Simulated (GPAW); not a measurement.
The system is Te2Mo.

```xyz
6
Lattice="3.5182 0.0000 0.0000 -1.7591 3.0469 0.0000 0.0000 0.0000 13.9736" Properties=species:S:1:pos:R:3 pbc="T T T"
Te    1.7591    1.0156    5.2960
Te    0.0000    2.0312   12.2828
Te    1.7591    1.0156    1.6908
Te    0.0000    2.0312    8.6776
Mo    1.7591    1.0156   10.4802
Mo    0.0000    2.0312    3.4934
```

| Item | Value |
| --- | --- |
| Program | GPAW 26.7.0 |
| Task | relaxation of cell and atoms |
| Functional | rSCAN |
| Potentials or basis | GPAW PAW data sets (gpaw-data 1.2.1) |
| Cutoff | 600 eV |
| Basis | pw |
| k mesh | 5 × 5 × 2 |
| Occupations | fermi-dirac, width 0.05 eV |
| Spin | no spin polarisation |

At the start: pressure 1.5 GPa; volume 24.96 Å³/atom.

Q: Where does the relaxation end?

A: Over 11 steps the energy falls by 10.3 meV/atom and the volume is 26.73 Å³/atom (+7.1 %); space group P6_3/mmc (No. 194, to 0.05 Å).

The path:
| step | energy change (eV) | largest force (eV/Å) | pressure (GPa) | volume (Å³) |
| --- | --- | --- | --- | --- |
| 1 | 0.0000 | 0.1542 | 1.51 | 149.79 |
| 2 | -0.0039 | 0.1410 | 1.47 | 150.04 |
| 3 | -0.0397 | 0.0632 | 0.60 | 154.82 |
| 4 | -0.0410 | 0.0463 | 0.42 | 155.24 |
| 5 | -0.0440 | 0.0454 | -0.19 | 156.34 |
| 6 | -0.0449 | 0.0727 | -0.31 | 156.54 |
| 7 | -0.0481 | 0.1339 | -0.56 | 157.11 |
| 8 | -0.0524 | 0.1645 | -0.66 | 157.88 |
| 9 | -0.0583 | 0.1376 | -0.51 | 159.10 |
| 10 | -0.0616 | 0.0558 | -0.18 | 160.10 |
| 11 | -0.0620 | 0.0086 | -0.03 | 160.39 |

Final structure:
```cif
data_structure
_symmetry_space_group_name_H-M 'P 1'
_symmetry_Int_Tables_number 1
_cell_length_a 3.5542
_cell_length_b 3.5542
_cell_length_c 14.6613
_cell_angle_alpha 90.000
_cell_angle_beta 90.000
_cell_angle_gamma 120.000
_cell_volume 160.39
loop_
_atom_site_label
_atom_site_type_symbol
_atom_site_fract_x
_atom_site_fract_y
_atom_site_fract_z
_atom_site_occupancy
Te1 Te 0.66667 0.33333 0.37193 1
Te2 Te 0.33333 0.66667 0.87193 1
Te3 Te 0.66667 0.33333 0.12807 1
Te4 Te 0.33333 0.66667 0.62807 1
Mo1 Mo 0.66667 0.33333 0.75000 1
Mo2 Mo 0.33333 0.66667 0.25000 1
```

Caveat: the k mesh is coarse; later steps reuse the first step's grids; the PAW data sets were made with another functional, which shifts forces and pressure a little.
